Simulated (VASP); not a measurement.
Set up this calculation in VASP 6.6.1, as the native input.

```yaml
Task: relaxation of cell and atoms
Functional: PBE
Potentials_or_basis: VASP PAW PBE potentials, release 64 (Re)
Cutoff: 520 eV
k_mesh: 24 × 24 × 14
Occupations: gaussian, width 0.1 eV
Spin: no spin polarisation
Target_pressure: 65 GPa
Further_INCAR_settings: ALGO = Fast; EDIFF = 1e-07; IBRION = 2; EDIFFG = -0.002; NSW = 80; ISIF = 3
Target_pressure: 65 GPa
```

The structure of Re lies in POSCAR:

```
Re
1.0
    2.7608000000      0.0000000000      0.0000000000
   -1.3804000000      2.3909229300      0.0000000000
    0.0000000000      0.0000000000      4.4582000000
Re
2
Direct
    0.3333333300      0.6666666700      0.2500000000
    0.6666666700      0.3333333300      0.7500000000
```

The input as run:

INCAR

```
  ALGO = Fast
  EDIFF = 1E-7
  EDIFFG = -0.002
  ENCUT = 520
  GGA = PE
  IBRION = 2
  ISIF = 3
  ISMEAR = 0
  LASPH = T
  LCHARG = F
  LREAL = F
  LWAVE = F
  NELM = 100
  NSW = 80
  PREC = Accurate
  PSTRESS = 650.0
  SIGMA = 0.1
```

KPOINTS

```
k-points
0
Gamma
  24 24 14
```

Potentials or basis: VASP PAW PBE potentials, release 64 (Re).

The run is started by

```sh
$ cat potpaw_PBE.64/Re/POTCAR > POTCAR
$ mpirun -np 1 vasp_std > vasp.out
```

It gave:

```
Relaxed volume                                         : 13.11 Å³/atom
Relaxed cell                                           : a = 2.656 Å, b = 2.656 Å, c = 4.290 Å, α = 90.00°, β = 90.00°, γ = 120.00°
Space group after relaxing (to 0.05 Å)                 : P6_3/mmc (No. 194)
Energy change on relaxing (the enthalpy is what falls) : +324.8 meV/atom
Ionic steps                                            : 21
Pressure after relaxing                                : 65.0 GPa
Band gap on the k mesh                                 : none (metal or under the smearing width)
```

Caveat: the cell is relaxed towards a set pressure, so the enthalpy falls and the energy may rise.

It took 10 min on 1 thread of Intel(R) Xeon(R) 6975P-C (Granite Rapids) (shared host), peak memory 0.34 GiB.
